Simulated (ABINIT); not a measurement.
Crystal: MoP.

```
Mo P
1.0
     3.22300    0.00000    0.00000
    -1.61150    2.79120    0.00000
     0.00000    0.00000    3.19100
Mo P
1 1
Direct
  0.00000 0.00000 0.00000
  0.33333 0.66667 0.50000
```

Base run:

* Program: ABINIT 10.8.3 (patched build)
* Functional: SOGGA
* Potentials or basis: JTH PAW PBE v2.0
* Cutoff: 544 eV
* k mesh: 10 × 10 × 8
* Occupations: fermi-dirac, width 0.05 eV
* Spin: no spin polarisation

Its results: band gap on the k mesh none (metal or under the smearing width); pressure -5.7 GPa.

Q: The run is repeated on the same cell with these changes: functional from SOGGA to RPBE. What comes out?

A: Band gap on the k mesh none (metal or under the smearing width); pressure 5.4 GPa.

RPBE binds less tightly than SOGGA, so the same cell stands under more pressure.

Caveats: the PAW data sets were made with another functional, which shifts forces and pressure a little.
